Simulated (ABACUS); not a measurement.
# Fe (Im-3m) in ABACUS: a series of runs

One crystal, Fe, is run at these levels: BP86, PBE; tasks: single point.

All numbers are computed with ABACUS 3.10.1; they aren't measurements. Logs are shortened: lines on timing, memory, paths and dates and some standing lists are left out, and cuts for length are marked.

**1. Starting point**

It takes space group Im-3m (No. 229, cubic). Conventional cell: a = 2.886 Å, b = 2.886 Å, c = 2.886 Å, α = 90.00°, β = 90.00°, γ = 90.00°. Around Fe (site symmetry m-3m) lie 8 Fe at 2.50 Å.

**2. Single point, BP86, collinear spin, ferromagnetic start**

run_abacus.py

```python
"""ABACUS run from a structure file: ASE reads it, the script writes STRU, KPT and INPUT."""
import re
import subprocess
from ase.io import read
from ase.units import Bohr

atoms = read("Fe.xyz")
atoms = atoms[(-atoms.numbers).argsort(kind="stable")]  # ABACUS lists atoms element by element
pseudo = {'Fe': 'Fe.upf'}
orbital = {}
magmoms = [3.0]
kmesh = [10, 10, 10]
params = {
    'suffix': 'Fe',
    'calculation': 'scf',
    'basis_type': 'pw',
    'pseudo_dir': './',
    'symmetry': 1,
    'dft_functional': 'GGA_X_B88+GGA_C_P86',
    'ecutwfc': 90,
    'pseudo_rcut': 10,
    'nspin': 2,
    'nbands': 20,
    'ks_solver': 'dav',
    'smearing_method': 'fd',
    'smearing_sigma': 0.00367493,
    'scf_thr': 1e-08,
    'scf_nmax': 100,
    'mixing_type': 'broyden',
    'mixing_beta': 0.4,
    'cal_force': 1,
    'cal_stress': 1,
    'out_chg': 1,
    'out_pot': 2,
    'out_elf': 1,
}

symbols = atoms.get_chemical_symbols()
elements = list(dict.fromkeys(symbols))
lines = ["ATOMIC_SPECIES"] + [f"{e} {atoms.get_masses()[symbols.index(e)]:.4f} {pseudo[e]}" for e in elements]
if orbital:
    lines += ["", "NUMERICAL_ORBITAL"] + [orbital[e] for e in elements]
lines += ["", "LATTICE_CONSTANT", f"{1 / Bohr:.10f}", "", "LATTICE_VECTORS"]
lines += [" ".join(f"{x:.10f}" for x in v) for v in atoms.cell]
lines += ["", "ATOMIC_POSITIONS", "Direct"]
for e in elements:
    lines += ["", e, "0.0", str(symbols.count(e))]
    for i, p in enumerate(atoms.get_scaled_positions(wrap=False)):
        if symbols[i] == e:
            mag = "" if magmoms is None else " mag " + " ".join(str(x) for x in (magmoms[i] if isinstance(magmoms[i], list) else [magmoms[i]]))
            lines.append(" ".join(f"{x:.10f}" for x in p) + " 1 1 1" + mag)
open("STRU", "w").write("\n".join(lines) + "\n")
open("KPT", "w").write("K_POINTS\n0\nGamma\n%d %d %d 0 0 0\n" % tuple(kmesh))
open("INPUT", "w").write("INPUT_PARAMETERS\n" + "".join(f"{k:<20s}{v}\n" for k, v in params.items()))

done = subprocess.run(['mpirun', '-np', '4', 'abacus'])
if done.returncode:
    raise SystemExit(done.returncode)
log = open("OUT.Fe/running_scf.log").read()
print("final energy (eV):", re.findall(r"FINAL_ETOT_IS (\S+)", log))
```

Fe.xyz

```xyz
1
Lattice="-1.4430000000 1.4430000000 1.4430000000 1.4430000000 -1.4430000000 1.4430000000 1.4430000000 1.4430000000 -1.4430000000" Properties=species:S:1:pos:R:3 pbc="T T T"
Fe     0.0000000000      0.0000000000      0.0000000000
```

Potentials or basis: Ansatz NC PBE, plane waves.

Started as:

```console
OMP_NUM_THREADS=1 python run_abacus.py > log
```

running log:

```text
[... set-up lines left out ...]
 PW ALGORITHM --------------- ION=   1  ELEC=   1--------------------------------
 Notice: Threshold on eigenvalues was too large.
 hsover_error=0.16 > DRHO=0.034916
 Origin diag ethr = 0.01
 New diag ethr = 0.000218225
          total magnetism (Bohr mag/cell) = 2.36748
       absolute magnetism (Bohr mag/cell) = 2.38391
                        nelec for spin up = 9.18374
                      nelec for spin down = 6.81626

 Density error is 0.0350231009664
                          Error Threshold = 0.000218225168616
----------------------------------------------------------
     Energy           Rydberg                 eV
----------------------------------------------------------
 E_KohnSham     -260.3054695897      -3541.6376069856
 E_Harris       -261.4453876234      -3557.1469874969
 E_Fermi        1.2897558861         17.5480290798
----------------------------------------------------------

 PW ALGORITHM --------------- ION=   1  ELEC=   2--------------------------------
          total magnetism (Bohr mag/cell) = 2.14620060845
       absolute magnetism (Bohr mag/cell) = 2.30558561055
                        nelec for spin up = 9.07310030422
                      nelec for spin down = 6.92689969578

 Density error is 0.00645196498444
                          Error Threshold = 0.00021889438104
----------------------------------------------------------
     Energy           Rydberg                 eV
----------------------------------------------------------
 E_KohnSham     -260.3159154473      -3541.7797301699
 E_Harris       -260.2995903069      -3541.5576152393
 E_Fermi        1.2652435890         17.2145221690
----------------------------------------------------------

 PW ALGORITHM --------------- ION=   1  ELEC=   3--------------------------------
          total magnetism (Bohr mag/cell) = 2.15166433031
       absolute magnetism (Bohr mag/cell) = 2.29077231368
                        nelec for spin up = 9.07583216515
                      nelec for spin down = 6.92416783485

 Density error is 0.000280386591791
                          Error Threshold = 4.03247811527e-05
----------------------------------------------------------
     Energy           Rydberg                 eV
----------------------------------------------------------
 E_KohnSham     -260.3161421344      -3541.7828144053
 E_Harris       -260.3092469492      -3541.6890005986
 E_Fermi        1.2649408059         17.2104025933
----------------------------------------------------------

 PW ALGORITHM --------------- ION=   1  ELEC=   4--------------------------------
          total magnetism (Bohr mag/cell) = 2.14837751111
       absolute magnetism (Bohr mag/cell) = 2.2829924827
                        nelec for spin up = 9.07418875556
                      nelec for spin down = 6.92581124444

 Density error is 7.84167388443e-05
                          Error Threshold = 1.7524161987e-06
----------------------------------------------------------
     Energy           Rydberg                 eV
----------------------------------------------------------
 E_KohnSham     -260.3161670524      -3541.7831534329
 E_Harris       -260.3327179316      -3542.0083396969
 E_Fermi        1.2658417046         17.2226599487
----------------------------------------------------------

 PW ALGORITHM --------------- ION=   1  ELEC=   5--------------------------------
          total magnetism (Bohr mag/cell) = 2.14711602139
       absolute magnetism (Bohr mag/cell) = 2.28313043483
                        nelec for spin up = 9.07355801069
                      nelec for spin down = 6.92644198931

 Density error is 5.61675956823e-06
                          Error Threshold = 4.90104617777e-07
----------------------------------------------------------
     Energy           Rydberg                 eV
----------------------------------------------------------
 E_KohnSham     -260.3161760813      -3541.7832762768
 E_Harris       -260.3073723163      -3541.6634949089
 E_Fermi        1.2656333112         17.2198246116
----------------------------------------------------------

 PW ALGORITHM --------------- ION=   1  ELEC=   6--------------------------------
          total magnetism (Bohr mag/cell) = 2.14787565213
       absolute magnetism (Bohr mag/cell) = 2.28376685912
                        nelec for spin up = 9.07393782606
                      nelec for spin down = 6.92606217394

 Density error is 3.51987390468e-07
                          Error Threshold = 3.51047473014e-08
----------------------------------------------------------
     Energy           Rydberg                 eV
----------------------------------------------------------
 E_KohnSham     -260.3161765991      -3541.7832833216
 E_Harris       -260.3119309264      -3541.7255179812
 E_Fermi        1.2656016456         17.2193937778
----------------------------------------------------------

 PW ALGORITHM --------------- ION=   1  ELEC=   7--------------------------------
          total magnetism (Bohr mag/cell) = 2.14797552043
       absolute magnetism (Bohr mag/cell) = 2.28379445107
                        nelec for spin up = 9.07398776022
                      nelec for spin down = 6.92601223978

 Density error is 6.48055623019e-08
                          Error Threshold = 2.19992119043e-09
----------------------------------------------------------
     Energy           Rydberg                 eV
----------------------------------------------------------
 E_KohnSham     -260.3161766848      -3541.7832844878
 E_Harris       -260.3176649110      -3541.8035328448
 E_Fermi        1.2656793783         17.2204513854
----------------------------------------------------------

 PW ALGORITHM --------------- ION=   1  ELEC=   8--------------------------------
          total magnetism (Bohr mag/cell) = 2.1478969241
       absolute magnetism (Bohr mag/cell) = 2.28361030941
                        nelec for spin up = 9.07394846205
                      nelec for spin down = 6.92605153795

 Density error is 1.33593703927e-08
                          Error Threshold = 4.05034764387e-10
----------------------------------------------------------
     Energy           Rydberg                 eV
----------------------------------------------------------
 E_KohnSham     -260.3161767050      -3541.7832847628
 E_Harris       -260.3154338003      -3541.7731770257
 E_Fermi        1.2656529931         17.2200923975
----------------------------------------------------------

 PW ALGORITHM --------------- ION=   1  ELEC=   9--------------------------------
          total magnetism (Bohr mag/cell) = 2.14794981937
       absolute magnetism (Bohr mag/cell) = 2.28371190253
                        nelec for spin up = 9.07397490969
                      nelec for spin down = 6.92602509031

 Density error is 1.96329395205e-10
                          Error Threshold = 8.34960649544e-11
----------------------------------------------------------
     Energy           Rydberg                 eV
----------------------------------------------------------
 E_KohnSham     -260.3161767076      -3541.7832847976
 E_KS(sigma->0) -260.3158906974      -3541.7793934301
 E_Harris       -260.3160814102      -3541.7819882111
 E_band         -17.0155196292       -231.5080213875
 E_one_elec     -105.5457061192      -1436.0230026552
 E_Hartree      63.0658361301        858.0547205031
 E_xc           -47.0094534117       -639.5964262650
 E_Ewald        -170.8262812864      -2324.2107936454
 E_entropy(-TS) -0.0005720203        -0.0077827351
 E_descf        0.0000000000         0.0000000000
 E_exx          0.0000000000         0.0000000000
 E_Fermi        1.2656528022         17.2200897993
----------------------------------------------------------

 charge density convergence is achieved
 final etot is -3541.7832848 eV
 EFERMI = 17.220089799 eV
The vacuum level is 16.722033736 eV

 STATE ENERGY(eV) AND OCCUPATIONS    NSPIN == 2
SPIN UP :
 1/47 kpoint (Cartesian) = 0.0000 0.0000 0.0000 (297 pws)
       1       -70.6306     0.00100000
       2       -36.5304     0.00100000
       3       -36.5304     0.00100000
       4       -36.5304     0.00100000
       5        9.11625     0.00100000
       6        15.0567     0.00100000
[... 12 lines left out ...]
      19        48.3865        0.00000
      20        48.3865        0.00000

 2/47 kpoint (Cartesian) = 0.034650 -0.034650 0.0000 (296 pws)
       1       -70.6246      0.0120000
       2       -36.5637      0.0120000
       3       -36.5416      0.0120000
       4       -36.5303      0.0120000
       5        9.51033      0.0120000
       6        14.9545      0.0120000
[... 12 lines left out ...]
      19        51.1956        0.00000
      20        51.9697        0.00000

 3/47 kpoint (Cartesian) = 0.069300 -0.069300 0.0000 (295 pws)
       1       -70.6090      0.0120000
       2       -36.6503      0.0120000
       3       -36.5709      0.0120000
       4       -36.5302      0.0120000
       5        10.6036      0.0120000
       6        14.6939      0.0120000
[... 12 lines left out ...]
      19        55.4196        0.00000
      20        55.7790        0.00000

 4/47 kpoint (Cartesian) = 0.10395 -0.10395 0.0000 (295 pws)
       1       -70.5896      0.0120000
       2       -36.7563      0.0120000
       3       -36.6069      0.0120000
       4       -36.5299      0.0120000
       5        11.9477      0.0120000
       6        14.3845      0.0120000
[... 12 lines left out ...]
      19        59.7583        0.00000
      20        60.0174        0.00000

 5/47 kpoint (Cartesian) = 0.13860 -0.13860 0.0000 (302 pws)
       1       -70.5738      0.0120000
       2       -36.8413      0.0120000
       3       -36.6360      0.0120000
       4       -36.5298      0.0120000
       5        12.5461      0.0120000
       6        14.1437      0.0120000
[... 12 lines left out ...]
      19        60.5850        0.00000
      20        61.6125        0.00000

 6/47 kpoint (Cartesian) = 0.17325 0.17325 0.34650 (292 pws)
       1       -70.5678     0.00600000
       2       -36.8735     0.00600000
       3       -36.6470     0.00600000
       4       -36.5297     0.00600000
       5        12.5925     0.00600000
       6        14.0538     0.00600000
[... 12 lines left out ...]
      19        61.4776        0.00000
      20        64.4781        0.00000

[... levels at 88 further k points ...]

------------------------------------------------------------------------------------------
 TOTAL-FORCE (eV/Angstrom)
------------------------------------------------------------------------------------------
                       Fe1         0.0000000000         0.0000000000         0.0000000000
------------------------------------------------------------------------------------------

----------------------------------------------------------------
 TOTAL-STRESS (KBAR)
----------------------------------------------------------------
      -137.7845868626        -0.0000000000        -0.0000000000
        -0.0000000000      -137.7845868626         0.0000000000
         0.0000000000         0.0000000000      -137.7845868626
----------------------------------------------------------------
 TOTAL-PRESSURE: -137.784587 KBAR

 --------------------------------------------
 !FINAL_ETOT_IS -3541.7832847976010271 eV
 --------------------------------------------
```

It took 13 s on 4 MPI ranks of Intel Xeon Platinum 8488C (Sapphire Rapids), shared host; peak memory 0.32 GiB.

What came out:

```yaml
Free_energy: -3541.7833 eV
Pressure: -13.8 GPa
Band_gap_on_the_k_mesh: none (metal or under the smearing width)
Net_moment: 2.15 μB per cell
Absolute_moment: 2.28 μB per cell
```

Caveat: the potentials were made for another functional, which shifts forces and pressure.

(Continued in part 2 of 2.)
